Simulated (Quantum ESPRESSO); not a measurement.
# C (Fd-3m) in Quantum ESPRESSO: further runs

The runs below take C through band structure, single point, equation of state, with PBE, PBE+D3(BJ).

All numbers are computed with Quantum ESPRESSO 7.5; they aren't measurements. Logs are shortened: lines on timing, memory, paths and dates and some standing lists are left out, and cuts for length are marked.

**Experimental background.**

“Equation of state of cubic boron nitride at high pressures and temperatures”, 2007, arxiv:cond-mat/0702656 quotes, for a bulk crystal of C: bulk modulus 442 ± 5 GPa.

The results are compared with them further down.

**1. The crystal as given**

The structure is cubic, space group Fd-3m (No. 227). Conventional cell: a = 3.567 Å, b = 3.567 Å, c = 3.567 Å, α = 90.00°, β = 90.00°, γ = 90.00°. C (site symmetry -43m) is surrounded by 4 C at 1.54 Å.

This isn't the form of C at room conditions, which is graphite.

**2. Band structure, PBE**

pw.in reads:

```
&CONTROL
  calculation = 'scf'
  prefix = 'pwscf'
  outdir = './tmp'
  pseudo_dir = './pseudo'
  tprnfor = .true.
  tstress = .true.
  disk_io = 'low'
/
&SYSTEM
  ibrav = 0
  A = 2.52206604
  nat = 2
  ntyp = 1
  ecutwfc = 82
  nbnd = 9
  occupations = 'smearing'
  smearing = 'fd'
  degauss = 0.00367493
/
&ELECTRONS
  conv_thr = 4d-10
  electron_maxstep = 120
  mixing_beta = 0.5
/
ATOMIC_SPECIES
C     12.0110 C.upf
CELL_PARAMETERS alat
   0.0000000000    0.7071067814    0.7071067814
   0.7071067814    0.0000000000    0.7071067814
   0.7071067814    0.7071067814    0.0000000000
ATOMIC_POSITIONS alat
C      1.0606601721    1.0606601721    1.0606601721
C      0.7071067814    0.7071067814    0.7071067814
K_POINTS automatic
13 13 13 0 0 0
```

bands.in reads:

```
&CONTROL
  calculation = 'bands'
  prefix = 'pwscf'
  outdir = './tmp'
  pseudo_dir = './pseudo'
  disk_io = 'low'
  verbosity = 'high'
/
&SYSTEM
  ibrav = 0
  A = 2.52206604
  nat = 2
  ntyp = 1
  ecutwfc = 82
  nbnd = 9
  occupations = 'smearing'
  smearing = 'fd'
  degauss = 0.00367493
/
&ELECTRONS
  conv_thr = 1d-08
  electron_maxstep = 120
  mixing_beta = 0.5
  diago_full_acc = .true.
/
ATOMIC_SPECIES
C     12.0110 C.upf
CELL_PARAMETERS alat
   0.0000000000    0.7071067814    0.7071067814
   0.7071067814    0.0000000000    0.7071067814
   0.7071067814    0.7071067814    0.0000000000
ATOMIC_POSITIONS alat
C      1.0606601721    1.0606601721    1.0606601721
C      0.7071067814    0.7071067814    0.7071067814
K_POINTS crystal
60
 0.0000000000  0.0000000000  0.0000000000 1
 0.0625000000  0.0000000000  0.0625000000 1
 0.1250000000  0.0000000000  0.1250000000 1
 0.1875000000  0.0000000000  0.1875000000 1
 0.2500000000  0.0000000000  0.2500000000 1
 0.3125000000  0.0000000000  0.3125000000 1
 0.3750000000  0.0000000000  0.3750000000 1
 0.4375000000  0.0000000000  0.4375000000 1
 0.5000000000  0.0000000000  0.5000000000 1
 0.5000000000  0.0625000000  0.5625000000 1
 0.5000000000  0.1250000000  0.6250000000 1
 0.5000000000  0.1875000000  0.6875000000 1
 0.5000000000  0.2500000000  0.7500000000 1
 0.4375000000  0.3125000000  0.7500000000 1
 0.3750000000  0.3750000000  0.7500000000 1
 0.3375000000  0.3375000000  0.6750000000 1
 0.3000000000  0.3000000000  0.6000000000 1
 0.2625000000  0.2625000000  0.5250000000 1
 0.2250000000  0.2250000000  0.4500000000 1
 0.1875000000  0.1875000000  0.3750000000 1
 0.1500000000  0.1500000000  0.3000000000 1
 0.1125000000  0.1125000000  0.2250000000 1
 0.0750000000  0.0750000000  0.1500000000 1
 0.0375000000  0.0375000000  0.0750000000 1
 0.0000000000  0.0000000000  0.0000000000 1
 0.0625000000  0.0625000000  0.0625000000 1
 0.1250000000  0.1250000000  0.1250000000 1
 0.1875000000  0.1875000000  0.1875000000 1
 0.2500000000  0.2500000000  0.2500000000 1
 0.3125000000  0.3125000000  0.3125000000 1
 0.3750000000  0.3750000000  0.3750000000 1
 0.4375000000  0.4375000000  0.4375000000 1
 0.5000000000  0.5000000000  0.5000000000 1
 0.5250000000  0.4500000000  0.5250000000 1
 0.5500000000  0.4000000000  0.5500000000 1
 0.5750000000  0.3500000000  0.5750000000 1
 0.6000000000  0.3000000000  0.6000000000 1
 0.6250000000  0.2500000000  0.6250000000 1
 0.5833333333  0.2500000000  0.6666666667 1
 0.5416666667  0.2500000000  0.7083333333 1
 0.5000000000  0.2500000000  0.7500000000 1
 0.5000000000  0.2857142857  0.7142857143 1
 0.5000000000  0.3214285714  0.6785714286 1
 0.5000000000  0.3571428571  0.6428571429 1
 0.5000000000  0.3928571429  0.6071428571 1
 0.5000000000  0.4285714286  0.5714285714 1
 0.5000000000  0.4642857143  0.5357142857 1
 0.5000000000  0.5000000000  0.5000000000 1
 0.4821428571  0.4821428571  0.5357142857 1
 0.4642857143  0.4642857143  0.5714285714 1
 0.4464285714  0.4464285714  0.6071428571 1
 0.4285714286  0.4285714286  0.6428571429 1
 0.4107142857  0.4107142857  0.6785714286 1
 0.3928571429  0.3928571429  0.7142857143 1
 0.3750000000  0.3750000000  0.7500000000 1
 0.6250000000  0.2500000000  0.6250000000 1
 0.5937500000  0.1875000000  0.5937500000 1
 0.5625000000  0.1250000000  0.5625000000 1
 0.5312500000  0.0625000000  0.5312500000 1
 0.5000000000  0.0000000000  0.5000000000 1
```

Potentials or basis: PseudoDojo 0.4.1 SR PBE standard.

Launch:

```
OMP_NUM_THREADS=1 pw.x -in pw.in > pw.out
OMP_NUM_THREADS=1 pw.x -in bands.in > bands.out
```

pw.out:

```text
This program is part of the open-source Quantum ESPRESSO suite
     for quantum simulation of materials; please cite
         "P. Giannozzi et al., J. Phys.:Condens. Matter 21 395502 (2009);
         "P. Giannozzi et al., J. Phys.:Condens. Matter 29 465901 (2017);
         "P. Giannozzi et al., J. Chem. Phys. 152 154105 (2020);
     in publications or presentations arising from this work. More details at

     Message from routine setup:
     using ibrav=0 with symmetry is DISCOURAGED, use correct ibrav instead

     G-vector sticks info
     --------------------
     sticks:   dense  smooth     PW     G-vecs:    dense   smooth      PW
     Sum         511     511    163                 7727     7727    1411

     Using Slab Decomposition

     bravais-lattice index     =            0
     lattice parameter (alat)  =       4.7660  a.u.
     unit-cell volume          =      76.5510 (a.u.)^3
     number of atoms/cell      =            2
     number of atomic types    =            1
     number of electrons       =         8.00
     number of Kohn-Sham states=            9
     kinetic-energy cutoff     =      82.0000  Ry
     charge density cutoff     =     328.0000  Ry
     scf convergence threshold =      4.0E-10
     mixing beta               =       0.5000
     number of iterations used =            8  plain     mixing
     Exchange-correlation= PBE
                           (   1   4   3   4   0   0   0)

     celldm(1)=   4.766014  celldm(2)=   0.000000  celldm(3)=   0.000000
     celldm(4)=   0.000000  celldm(5)=   0.000000  celldm(6)=   0.000000

     crystal axes: (cart. coord. in units of alat)
               a(1) = (   0.000000   0.707107   0.707107 )
               a(2) = (   0.707107   0.000000   0.707107 )
               a(3) = (   0.707107   0.707107   0.000000 )

     reciprocal axes: (cart. coord. in units 2 pi/alat)
               b(1) = ( -0.707107  0.707107  0.707107 )
               b(2) = (  0.707107 -0.707107  0.707107 )
               b(3) = (  0.707107  0.707107 -0.707107 )

     PseudoPot. # 1 for C  read from file:
     C.upf
     Pseudo is Norm-conserving + core correction, Zval =  4.0
     Generated using ONCVPSP code by D. R. Hamann
     Using radial grid of 1248 points,  4 beta functions with:
                l(1) =   0
                l(2) =   0
                l(3) =   1
                l(4) =   1

     atomic species   valence    mass     pseudopotential
     C                 4.00    12.01100     C ( 1.00)

     48 Sym. Ops., with inversion, found (24 have fractional translation)

   Cartesian axes

     site n.     atom                  positions (alat units)
         1        C      tau(   1) = (   1.0606602   1.0606602   1.0606602  )
         2        C      tau(   2) = (   0.7071068   0.7071068   0.7071068  )

     number of k points=    84  Fermi-Dirac smearing, width (Ry)=  0.0037
                       cart. coord. in units 2pi/alat
        k(    1) = (   0.0000000   0.0000000   0.0000000), wk =   0.0009103
        k(    2) = (   0.0543928   0.0543928  -0.0543928), wk =   0.0072827
        k(    3) = (   0.1087857   0.1087857  -0.1087857), wk =   0.0072827
        k(    4) = (   0.1631785   0.1631785  -0.1631785), wk =   0.0072827
        k(    5) = (   0.2175713   0.2175713  -0.2175713), wk =   0.0072827
        k(    6) = (   0.2719641   0.2719641  -0.2719641), wk =   0.0072827
[... 76 lines left out ...]
        k(   83) = (   0.0000000  -0.4351426   0.6527140), wk =   0.0218480
        k(   84) = (  -0.0543928  -0.3807498   0.7071068), wk =   0.0218480

     Dense  grid:     7727 G-vectors     FFT dimensions: (  32,  32,  32)

     Initial potential from superposition of free atoms

     starting charge       7.9999, renormalised to       8.0000
     Starting wfcs are    8 randomized atomic wfcs +    1 random wfcs

     Self-consistent Calculation

     iteration #  1     ecut=    82.00 Ry     beta= 0.50
     Davidson diagonalization with overlap
     ethr =  1.00E-02,  avg # of iterations =  4.6

[... 52 lines left out ...]

    -8.1302  13.3588  13.3588  13.3588  18.9833  18.9833  18.9833  26.6886
    32.6550

          k = 0.0544 0.0544-0.0544 (   944 PWs)   bands (ev):

    -7.9665  12.2938  13.0796  13.0796  19.3484  19.3484  19.6120  26.8287
    32.9304

          k = 0.1088 0.1088-0.1088 (   941 PWs)   bands (ev):

    -7.4768  10.0236  12.4491  12.4491  20.1765  20.1765  20.6398  27.2367
    33.5440

          k = 0.1632 0.1632-0.1632 (   947 PWs)   bands (ev):

    -6.6670   7.4203  11.7652  11.7652  21.0161  21.0161  21.4052  27.8342
    34.0125

          k = 0.2176 0.2176-0.2176 (   956 PWs)   bands (ev):

    -5.5506   4.8165  11.1866  11.1866  21.5732  21.5732  21.8692  28.4445
    34.2302

          k = 0.2720 0.2720-0.2720 (   947 PWs)   bands (ev):

    -4.1653   2.3865  10.7804  10.7804  21.8121  21.8121  22.1254  28.8704
    34.5920

          k = 0.3264 0.3264-0.3264 (   969 PWs)   bands (ev):

    -2.7081   0.3931  10.5727  10.5727  21.8708  21.8708  22.2401  29.0503
    35.1370

          k = 0.1088-0.0000 0.0000 (   945 PWs)   bands (ev):

    -7.9119  12.5627  12.5627  12.8320  18.8160  19.9660  19.9660  26.8049
    33.0328

          k = 0.1632 0.0544-0.0544 (   943 PWs)   bands (ev):

    -7.5310  10.7908  11.8299  12.5475  19.0675  20.9348  20.9664  26.9110
    33.5703

          k = 0.2176 0.1088-0.1088 (   951 PWs)   bands (ev):

    -6.8279   8.3335  11.1355  11.9590  19.8374  21.8208  21.8546  27.1364
    34.0649

          k = 0.2720 0.1632-0.1632 (   955 PWs)   bands (ev):

    -5.8131   5.7540  10.6041  11.2659  20.6121  22.3600  22.4400  27.5531
    34.3669

          k = 0.3264 0.2176-0.2176 (   959 PWs)   bands (ev):

    -4.5126   3.2754  10.2877  10.6392  21.1206  22.6183  22.6562  28.1967
    34.4119

          k = 0.3807 0.2720-0.2720 (   956 PWs)   bands (ev):

    -3.0293   1.0935  10.1604  10.2029  21.4193  22.5188  22.7918  28.8093
    34.5445

          k =-0.2720-0.3807 0.3807 (   969 PWs)   bands (ev):

    -2.2707   0.1582   9.8727  10.3466  21.6629  22.2984  22.8107  29.0597
    34.6405
[... 303 lines left out ...]
    -3.8778   5.2881   6.5407   9.1573  20.7053  23.5470  24.7555  26.8016
    34.5354

          k =-0.2176-0.4351 0.6527 (   960 PWs)   bands (ev):

    -2.5408   3.5518   6.0124   8.3900  21.6968  23.2604  25.3918  27.7124
    33.1314

          k =-0.1632-0.3807 0.5983 (   958 PWs)   bands (ev):

    -1.1601   1.8085   5.9567   7.8878  21.9984  23.2490  26.7043  27.8526
    31.6651

          k =-0.1632-0.4895 0.7071 (   958 PWs)   bands (ev):

    -2.0704   3.8860   5.8210   7.2214  20.6810  22.6154  25.7813  28.6388
    34.2468

          k =-0.1088-0.4351 0.6527 (   962 PWs)   bands (ev):

    -0.6878   2.6011   5.1215   6.7140  21.5832  23.7855  25.5560  28.3988
    33.0812

          k =-0.0544-0.3807 0.5983 (   960 PWs)   bands (ev):

    -0.0429   1.9909   4.6239   6.8805  22.0080  24.5390  26.5132  26.9935
    32.2986

          k = 0.0000-0.3264 0.5439 (   966 PWs)   bands (ev):

    -1.2021   3.0576   4.6741   7.5144  22.5168  23.4832  25.7859  28.1235
    32.0527

          k =-0.0544-0.4895 0.7071 (   964 PWs)   bands (ev):

    -0.0069   2.1020   5.5806   5.9687  20.9424  21.5729  27.4826  28.8027
    34.7009

          k = 0.0000-0.4351 0.6527 (   964 PWs)   bands (ev):

     0.8836   1.5406   4.5868   6.1469  21.5505  23.6507  26.8483  27.4173
    33.7981

          k =-0.0544-0.3807 0.7071 (   961 PWs)   bands (ev):

     0.5679   2.0176   4.7012   5.6810  23.6156  23.6927  25.4826  26.7805
    33.7901

     the Fermi energy is    15.4880 ev

!    total energy              =     -24.07574906 Ry
     estimated scf accuracy    <          5.7E-11 Ry
     smearing contrib. (-TS)   =       0.00000000 Ry
     internal energy E=F+TS    =     -24.07574906 Ry

     The total energy is F=E-TS. E is the sum of the following terms:
     one-electron contribution =       8.24719564 Ry
     hartree contribution      =       1.93204808 Ry
     xc contribution           =      -8.68030428 Ry
     ewald contribution        =     -25.57468850 Ry

     convergence has been achieved in   8 iterations

     Forces acting on atoms (cartesian axes, Ry/au):

     atom    1 type  1   force =    -0.00000000    0.00000000    0.00000000
     atom    2 type  1   force =     0.00000000   -0.00000000   -0.00000000

     Total force =     0.000000     Total SCF correction =     0.000000

     Computing stress (Cartesian axis) and pressure

          total   stress  (Ry/bohr**3)                   (kbar)     P=       18.46
   0.00012547  -0.00000000  -0.00000000           18.46       -0.00       -0.00
  -0.00000000   0.00012547  -0.00000000           -0.00       18.46       -0.00
  -0.00000000  -0.00000000   0.00012547           -0.00       -0.00       18.46

=------------------------------------------------------------------------------=
   JOB DONE.
=------------------------------------------------------------------------------=
```

Run time: 9.4 s. Hardware: 1 thread of Intel Xeon Platinum 8488C (Sapphire Rapids), shared host; peak memory 0.09 GiB.

What came out:

```
Free energy             : -327.5673 eV
Pressure                : 1.8 GPa
Band gap on the k mesh  : 4.20 eV, indirect (least direct gap 5.62 eV)
Band gap along the path : 4.19 eV, indirect (least direct gap 5.62 eV)
```

Levels at the corners of the path, in eV from the valence-band top:
```
point  band 1  band 2  band 3  band 4  band 5  band 6  band 7  band 8  band 9
    Γ  -21.49    0.00    0.00    0.00    5.62    5.62    5.62   13.33   19.30
    X  -12.78  -12.78   -6.32   -6.32    4.83    4.83   16.81   16.81   23.23
    W  -11.99  -11.99   -8.33   -8.33   10.68   10.68   12.35   12.35   21.36
    K  -12.99  -11.74   -9.33   -5.38    5.74   10.80   14.39   15.64   18.75
    Γ  -21.49    0.00    0.00    0.00    5.62    5.62    5.62   13.33   19.30
    L  -15.71  -13.39   -2.81   -2.81    8.52    8.52    8.90   15.71   21.90
    U  -12.99  -11.74   -9.33   -5.38    5.74   10.80   14.39   15.64   18.75
    W  -11.99  -11.99   -8.33   -8.33   10.68   10.68   12.35   12.35   21.36
    L  -15.71  -13.39   -2.81   -2.81    8.52    8.52    8.90   15.71   21.90
    K  -12.99  -11.74   -9.33   -5.38    5.74   10.80   14.39   15.64   18.75
    U  -12.99  -11.74   -9.33   -5.38    5.74   10.80   14.39   15.64   18.75
    X  -12.78  -12.78   -6.32   -6.32    4.83    4.83   16.81   16.81   23.23
```

A hybrid or GW would open this gap; PBE tends to underestimate it.

**3. Single point, PBE+D3(BJ), 5.33 Å³/atom**

pw.in reads:

```
&CONTROL
  calculation = 'scf'
  prefix = 'pwscf'
  outdir = './tmp'
  pseudo_dir = './pseudo'
  tprnfor = .true.
  tstress = .true.
  disk_io = 'nowf'
/
&SYSTEM
  ibrav = 0
  nat = 2
  ntyp = 1
  ecutwfc = 82
  nbnd = 9
  occupations = 'smearing'
  smearing = 'fd'
  degauss = 0.00367493
  vdw_corr = 'grimme-d3'
  dftd3_version = 4
/
&ELECTRONS
  conv_thr = 4d-10
  electron_maxstep = 120
  mixing_beta = 0.5
/
ATOMIC_SPECIES
C     12.0110 C.upf
CELL_PARAMETERS angstrom
   0.0000000000    1.7469644787    1.7469644787
   1.7469644787    0.0000000000    1.7469644787
   1.7469644787    1.7469644787    0.0000000000
ATOMIC_POSITIONS crystal
C      0.7500000000    0.7500000000    0.7500000000
C      0.5000000000    0.5000000000    0.5000000000
K_POINTS automatic
13 13 13 0 0 0
```

Potentials or basis: PseudoDojo 0.4.1 SR PBE standard.

Launch:

```
OMP_NUM_THREADS=1 pw.x -in pw.in > pw.out
```

Wall time 14 s (1 thread of Intel Xeon Platinum 8488C (Sapphire Rapids), shared host); peak memory 0.09 GiB.

Results (log left out):

```
Free energy            : -327.8701 eV
Pressure               : 27.2 GPa
Band gap on the k mesh : 4.34 eV, indirect (least direct gap 5.80 eV)
```

Caveat: an odd mesh through Γ misses points on the zone boundary, where band edges often lie.

**4. Single point, PBE+D3(BJ), 5.44 Å³/atom**

Changes to pw.in since step 3:

```diff
@@ -29,5 +29,5 @@
 CELL_PARAMETERS angstrom
-   0.0000000000    1.7469644787    1.7469644787
-   1.7469644787    0.0000000000    1.7469644787
-   1.7469644787    1.7469644787    0.0000000000
+   0.0000000000    1.7592674508    1.7592674508
+   1.7592674508    0.0000000000    1.7592674508
+   1.7592674508    1.7592674508    0.0000000000
 ATOMIC_POSITIONS crystal
```

Launch:

```
OMP_NUM_THREADS=1 pw.x -in pw.in > pw.out
```

Wall time 14 s (1 thread of Intel Xeon Platinum 8488C (Sapphire Rapids), shared host); peak memory 0.09 GiB.

It converged, with:

```
Free energy            : -327.9011 eV
Pressure               : 16.3 GPa
Band gap on the k mesh : 4.29 eV, indirect (least direct gap 5.74 eV)
```

Caveat: an odd mesh through Γ misses points on the zone boundary, where band edges often lie.

(Continued in part 2 of 2.)
